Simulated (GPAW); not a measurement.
Wanted: an ASE script for a GPAW 26.7.0 run.

```
Task                : optical spectrum
Functional          : LDA
Potentials or basis : the program's PAW data sets (release 1.2.1) made for this functional
Cutoff              : 450 eV
Basis               : pw
k mesh              : 8 × 8 × 2
Occupations         : fermi-dirac, width 0.001 eV
Spin                : no spin polarisation
Response ecut       : 50 eV
Eta                 : 0.1 eV
Scissors            : 0.5 eV
Maxiter             : 150
Response k mesh     : 12 × 12 × 3
Domega0             : 0.05 eV
Omega2              : 10 eV
Kernel              : RPA
Response bands      : 74
Directions          : ["x", "z"]
Intraband           : no
```

MoS2:

```
Mo S
1.0
     3.16900    0.00000    0.00000
    -1.58450    2.74443    0.00000
     0.00000    0.00000   12.32400
Mo S
2 4
Direct
  0.66667 0.33333 0.75000
  0.33333 0.66667 0.25000
  0.66667 0.33333 0.37700
  0.33333 0.66667 0.87700
  0.66667 0.33333 0.12300
  0.33333 0.66667 0.62300
```

One way to write it, as run:

run.py

```python
from ase import Atoms
from ase.dft.bandgap import bandgap
from ase.io import write
from gpaw import GPAW, PW
from gpaw.response.df import DielectricFunction

atoms = Atoms(['Mo', 'Mo', 'S', 'S', 'S', 'S'],
              cell=[[3.169, 0.0, 0.0],
                    [-1.5845, 2.7444345046, 0.0],
                    [0.0, 0.0, 12.324]],
              scaled_positions=[[0.6666666667, 0.3333333333, 0.75],
                                [0.3333333333, 0.6666666667, 0.25],
                                [0.6666666667, 0.3333333333, 0.377],
                                [0.3333333333, 0.6666666667, 0.877],
                                [0.6666666667, 0.3333333333, 0.123],
                                [0.3333333333, 0.6666666667, 0.623]],
              pbc=True)

calc = GPAW(mode=PW(450),
            xc='LDA',
            kpts={'size': (8, 8, 2), 'gamma': True},
            occupations={'name': 'fermi-dirac', 'width': 0.001},
            nbands=46,
            convergence={'density': 1e-06},
            maxiter=150,
            txt='gpaw.txt')
atoms.calc = calc
energy = atoms.get_potential_energy()
calc.write('gs.gpw')
write('result.traj', atoms)
print(f'Energy: {energy:.6f} eV')
print('Fermi level:', round(calc.get_fermi_level(), 4), 'eV')
print(f'Gap: {bandgap(calc)[0]:.4f} eV, direct: {bandgap(calc, direct=True)[0]:.4f} eV')

dense = calc.fixed_density(kpts={'size': (12, 12, 3), 'gamma': True},
                           nbands=80, convergence={'bands': 74, 'eigenstates': 1e-7},
                           update_fermi_level=True, txt='dense.txt')
dense.write('dense.gpw', mode='all')

df = DielectricFunction('dense.gpw', frequencies={'type': 'nonlinear', 'domega0': 0.05, 'omega2': 10},
                        eta=0.1, ecut=50, nbands=74, eshift=0.5, intraband=False, txt='df.txt')
for direction in ['x', 'z']:
    df.get_dielectric_function(xc='RPA', direction=direction, filename=f'df_{direction}.csv')
    e0, e = df.get_macroscopic_dielectric_constant(xc='RPA', direction=direction)
    print(f'{direction}: static eps {e0:.4f} without, {e:.4f} with local fields')
```

Potentials or basis: the program's PAW data sets (release 1.2.1) made for this functional, pw.

Run with:

```console
$ OMP_NUM_THREADS=1 python run.py
```

Results of the run:

```json
{"Band gap on the k mesh": "0.90 eV, indirect (least direct gap 1.91 eV)"}
```

Caveat: the long-wavelength limit can be off by several per cent where d states take part; independent-particle spectra lack excitons; an odd mesh through Γ misses points on the zone boundary, where band edges often lie.

Run time: 6.7 min on 1 thread of Arm Neoverse V1, with other jobs on the host, peak memory 0.63 GiB.
